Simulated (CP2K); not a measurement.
The system is Cd.

```
Cd
1.0
     3.13694    0.00000    0.00000
     1.56847    2.71667    0.00000
     1.56847    0.90556    2.56130
Cd
1
Cartesian
  0.0000 0.0000 0.0000
```

This isn't the form of Cd at room conditions, which is hcp.

Base run:

```yaml
Program: CP2K 2026.2
Functional: PBE
Potentials_or_basis: POTENTIAL_UZH Cd GTH-PBE-q12; TZVP-MOLOPT-PBE-GTH basis
Density_cutoff: 6123 eV
k_mesh: 10 × 10 × 10
Occupations: gaussian, width 0.05 eV
Spin: no spin polarisation
```

Its results: band gap on the k mesh none (metal or under the smearing width); pressure 2.7 GPa.

The run is repeated on the same cell with these changes: functional from PBE to RPBE. What comes out?

Band gap on the k mesh none (metal or under the smearing width); pressure 4.8 GPa.

RPBE binds less tightly than PBE, so the same cell stands under more pressure.

Caveats: the basis of atomic orbitals isn't converged, which shifts pressures, moduli and gaps; the potentials were made for another functional, which shifts forces and pressure (some runs).
